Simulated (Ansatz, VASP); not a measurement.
# Cross-check of GaSb between VASP and Ansatz, part 2 of 2

Wanted: the spread between two codes on one cell, functional and k mesh. The cell is taken from a series of runs on this material, whose earlier steps may have relaxed, scaled, displaced or heated it; both programs get it as it stands.

VASP 6.6.1 and Ansatz 0.2.0.

So far: Set-up; VASP: zone-centre phonons, PBEsol.

**3. Ansatz: zone-centre phonons, PBEsol**

Level of this step: Ansatz beside VASP: Kohn-Sham DFT, plane waves, PBEsol (Ansatz).

Ansatz runs on its PAW soft_1 files.

The same cell, functional, mesh and smearing now go to Ansatz, which takes its cutoff from its data sets.

input.yaml reads:

```yaml
crystal:
  lattice:
    - [0.0, 3.0861597888, 2.9640952761]
    - [3.0861597888, 0.0, 2.9640952761]
    - [3.0861597888, 3.0861597888, 0.0]
  atoms:
    - { symbol: Ga, position: [0.0, 0.0, 0.0] }
    - { symbol: Sb, position: [0.75, 0.75, 0.75] }
kpoints:
  mp_grid: { grid: [12, 12, 12] }
hamiltonian:
  xc: pbesol
  pseudopotentials: { kind: paw, azcp: { folder: soft_1 }, xc_functional: pbe }
scf:
  occupations: { method: methfessel_paxton, width: 0.2 }
output:
  eigenvalues: true
phonons:
  method: dfpt
```

The run is started by

```bash
$ ansatz run input.yaml --threads 4 --pin off --max-ram 10240MiB --backend cpu --events-out ev --progress --plain --runs-dir out
```

Numbers of over 12 decimals in the logs are rounded to 6 here.

Output:

```text
zone centre: on kpoints.mp_grid the ground state, and the responses unless they are solved on pairs of k-points, stand on 280 of the mesh's 1728 k-points, reduced under 4 symmetry operations, with k and −k counted as one. Each operation leaves every solved displacement unchanged or reverses it
Engine: ansatz 0.2.0, aarch64-unknown-linux-gnu
Pseudopotentials: kind: paw
Pseudopotential: Ga, paw, valence charge 13, recommended cutoff 420 eV (normal), soft_1/Ga.paw.azcp
Pseudopotential: Sb, paw, valence charge 15, recommended cutoff 420 eV (normal), soft_1/Sb.paw.azcp
Functional definition: PBEsol
  exchange = pbesol_x
  correlation = pbesol_c
Crystal: 2 atoms, lattice volume = 56.462 Å³
Basis set: ecut = 420 eV, 1097 PW (Γ), exchange–correlation on 60×60×60 points (8 copies of the dense FFT grid, shifted against one another)
Bands: 18, of which v1, the nominal top of the filled ones, is band 14 counted from 1 (13 counted from 0)
Symmetry: 8 space group operations
k-points: 280 of 1728 (irreducible under 4 space group operations, time reversal used)
Non-local potential: Ga, projectors of the file, l = 0: 2, l = 1: 2, l = 2: 3, l = 3: 1
Non-local potential: Sb, projectors of the file, l = 0: 2, l = 1: 2, l = 2: 2, l = 3: 1
PAW form: soft (Blöchl's): semilocal exchange-correlation on the pseudo side does not see the compensation charge
PAW frozen core: Ga, regenerated for the run's functional, and the local potential with it (the file was generated under x = pbe(κ = 0.804, μ = 0.219515), c = pbe(β = 0.066725))
PAW frozen core: Sb, regenerated for the run's functional, and the local potential with it (the file was generated under x = pbe(κ = 0.804, μ = 0.219515), c = pbe(β = 0.066725))
PAW one-centre angular grid: Ga, 590 points (default); XC on 64 Gauss nodes
PAW one-centre angular grid: Sb, 590 points (default); XC on 64 Gauss nodes
Initial density: superposition of atomic densities (chi_scale 0.1, normalization cell, long waves kept (reshape's long-wave potential 0.00 eV rms))
Initial wavefunctions: pseudopotential atomic-orbital guess
Functional: x = pbesol(κ = 0.804, μ = 0.123457), c = pbesol(β = 0.046)
SCF iter   1: F=—  HF=-10151.692120 eV  |F-HF|=—  |Δ(HF+E_count)|=         —  Δρ=3.19e-2  dr2=4.12e-1  ethr=3.10e-3  ⟨swp⟩=5.7  Hψ=26183  notcnv=0
preconditioner: auto → none  [insulator: Δε(μ)=0.156 eV  Ē_g=14.769 eV  σ=0.200 eV  W_gap=0.61  n_scr=14 (ndim 8)  ℏωp=21.0 eV  f_vac=0.005  D(μ)=0.02/eV (n_scr^D=0)  ε∞_Penn≈3.0]
SCF iter   2: F=—  HF=-10151.615047 eV  |F-HF|=—  |Δ(HF+E_count)|=   7.71e-2  S|Δr|=    0.00e0  Δρ=1.45e-2  dr2=6.95e-2  ethr=1.47e-3  ⟨swp⟩=2.0  Hψ=8387  notcnv=0
SCF iter   3: F=—  HF=-10151.613299 eV  |F-HF|=—  |Δ(HF+E_count)|=   1.75e-3  S|Δr|=    0.00e0  Δρ=4.92e-3  dr2=1.28e-2  ethr=2.48e-4  ⟨swp⟩=2.0  Hψ=8002  notcnv=0
SCF iter   4: F=—  HF=-10151.607562 eV  |F-HF|=—  |Δ(HF+E_count)|=   5.74e-3  S|Δr|=    0.00e0  Δρ=8.47e-4  dr2=2.17e-4  ethr=4.56e-5  ⟨swp⟩=2.0  Hψ=7561  notcnv=0
SCF iter   5: F=—  HF=-10151.607525 eV  |F-HF|=—  |Δ(HF+E_count)|=   3.64e-5  S|Δr|=    0.00e0  Δρ=3.56e-4  dr2=2.48e-5  ethr=7.76e-7  ⟨swp⟩=2.0  Hψ=7564  notcnv=0
SCF iter   6: F=—  HF=-10151.607531 eV  |F-HF|=—  |Δ(HF+E_count)|=   5.54e-6  S|Δr|=    0.00e0  Δρ=3.65e-5  dr2=6.09e-7  ethr=8.86e-8  ⟨swp⟩=2.0  Hψ=8768  notcnv=0
SCF iter   7: F=—  HF=-10151.607530 eV  |F-HF|=—  |Δ(HF+E_count)|=   5.25e-7  S|Δr|=    0.00e0  Δρ=6.97e-6  dr2=2.42e-8  ethr=2.17e-9  ⟨swp⟩=2.0  Hψ=8965  notcnv=0
SCF iter   8: F=—  HF=-10151.607530 eV  |F-HF|=—  |Δ(HF+E_count)|=   2.42e-8  S|Δr|=    0.00e0  Δρ=1.81e-6  dr2=1.66e-9  ethr=8.63e-11  ⟨swp⟩=2.2  Hψ=6605  notcnv=0
SCF iter   9: F=—  HF=-10151.607530 eV  |F-HF|=—  |Δ(HF+E_count)|=  3.98e-10  S|Δr|=    0.00e0  Δρ=1.52e-7  dr2=1.12e-11  ethr=5.95e-12  ⟨swp⟩=2.0  Hψ=8964  notcnv=0
SCF iter  10: F=-10151.607530 eV  HF=-10151.607530 eV  |F-HF|=0.00e0  |Δ(HF+E_count)|=  1.82e-12  S|Δr|=    0.00e0  Δρ=2.29e-8  dr2=2.24e-13  ethr=1.00e-12  ⟨swp⟩=6.0  Hψ=21426  notcnv=0
SCF 1 converged in 10 iterations: F = -10151.607530 eV  dr2 = 2.24e-13
  greatest PAW one-centre occupation: 0.996 electrons in one spin orbital (limit 2), on the Sb atom at site 1 (counted from 0), in its partial waves of l = 2
DFPT response loops at Γ: preconditioner auto → Kerker (q_TF=auto, 2.427 Å⁻¹) (partly filled bands, converged f_vac=0.072); β = 1.00, the filter's whole step (`scf.mixing.beta` (0.50) is not read by the response loops under this deck's `scf.mixing.preconditioner`; to damp them name `kerker` or `kerker_dos`, under which they read `scf.mixing.beta`, and type it under 1.00, their step now; both keys bind the ground state too); Broyden in place of MSR1
SCF converged after 10 iterations
Stability not checked: this state was not tested for a lower state beside it, because cold or Methfessel-Paxton smearing, or corrected tetrahedra, fill the levels in a way that the test cannot read (fill_not_monotonic; see scf.lower_state_search)
Free energy (F): -10151.607530 eV
Harris-Foulkes:  -10151.607530 eV  (|F-HF|=0.00e0)
Internal energy: -10151.608007 eV  (E = F + TS)
E sigma→0 (E₀):  -10151.607650 eV
Entropy (-TS):   0.000477 eV (0.239 meV/atom)
Fermi energy:    7.960616 eV
Step filling:    the computed levels leave a gap of 0.0779 eV = 0.4 smearing widths at the electron count; against every level under it full and every level over it empty, smearing changes F+E_penalty+E_count by +0.166 meV and its σ→0 estimate by +0.047 meV
--- Per-component energies (eV) ---
  E_band       = -257.080213
  E_kinetic    = 276.031970
  E_local      = -3361.851193  (includes V_loc(G=0)·N_el)
  E_nonlocal   = 299.793592
  E_hartree    = 1720.666060
  E_xc         = -160.506368
  E_vxc        = -146.245028  (∫ρ·V_xc dr)
  E_paw        = -6420.870668  (= ΣΔE_a)
  E_vpaw       = -766.141609  (= ΣTr[D̂ρ^β])
  E_aug_tail   = -0.000060  (compensation charges beyond the density's cutoff)
  E_ewald      = -2506.066176
  E_core_change = 1.194834  (= ΣΔE_core)
  E_smearing   = 0.000477  (= −TS)
  E_closure    = -0.000000  (closes the sum)
  Σ components = -10151.607530   (vs F -10151.607530, Δ=0.00e0)
--- Band table (eV; the first three rows and the last of 280) ---
  k-point 0: bands = [... 10 lower, -3.7382, 7.7838, 7.7838, 7.9288, 8.0067, 10.5580, 10.6739, 10.6739]
  k-point 1: bands = [... 10 lower, -3.6653, 6.5468, 7.6506, 7.8149, 8.7815, 10.7176, 10.8434, 10.9405]
  k-point 2: bands = [... 10 lower, -3.4508, 5.1328, 7.3495, 7.5463, 8.8696, 11.1371, 11.2006, 11.8351]
  k-point 279: bands = [... 10 lower, -1.1385, 1.1155, 5.0730, 5.0730, 8.4953, 8.8428, 16.6638, 16.6638]
--- Phonons (Γ-DFPT): 4 representative perturbations + reference, on 280 of 1728 k-points (Σ response iterations 12) ---
  k mesh reduced under 4 symmetry operations, with k and −k counted as one. Each operation leaves every solved displacement unchanged or reverses it
  ASR residual: 2.337e-5 → 0.000e0 eV/Å²; symmetrization residual: 6.083e-6 eV/Å²
  ASR residual per site (eV/Å²): 2.34e-5 1.89e-5
  Γ frequencies (cm⁻¹): 0.00 0.00 0.00 221.76 221.91 221.91
  non-analytic LO–TO correction: not included (Born effective charges unavailable; polar crystals: no LO–TO splitting at Γ)
```

**4. Differences**

Known differences besides the potentials themselves: the data sets hold 28 valence electrons in Ansatz (on its PAW soft_1 files) and 18 in VASP; the cutoff is 420 eV in Ansatz and 500 eV in VASP; Ansatz makes its cores anew for this functional, VASP keeps those of its PBE data sets. Total energies have different zeros and are not compared.

Both answers:

```csv
quantity,Ansatz,VASP,difference
optical mode 1 (cm⁻¹),221.8,222.8,-0.46 %
optical mode 2 to 3 (cm⁻¹),221.9,223.0,-0.48 %
```

Modes are paired by rising frequency, not by their patterns, so a pair may set unlike modes beside each other; they are those without the splitting of longitudinal modes.

**5. Outcome**

| Item | Value |
| --- | --- |
| r.m.s. difference of the optical zone-centre modes, each program's sorted by frequency (zone-centre phonons, PBEsol) | 1.0 cm⁻¹ |

In words: The r.m.s. difference of the optical zone-centre modes, each program's sorted by frequency is 1.0 cm⁻¹ (zone-centre phonons, PBEsol). The data sets hold unlike numbers of valence electrons (28 in Ansatz and 18 in VASP), so part of the differences comes from the potentials. How closely two codes agree says nothing of how well the functional describes the real material.

[Lines on the potential files, build, host, timing and source positions are cut from VASP's logs without a mark.]

[Logs are printed without paths, hosts, clocks, repeated set-up lines and the standing remarks that a program may print on its own settings, such as how far it seeks lower states.]

[Hosts, paths, dates, database ids (printed as entryN), source tags and the programs' standing remarks are cut or masked in the printed files.]
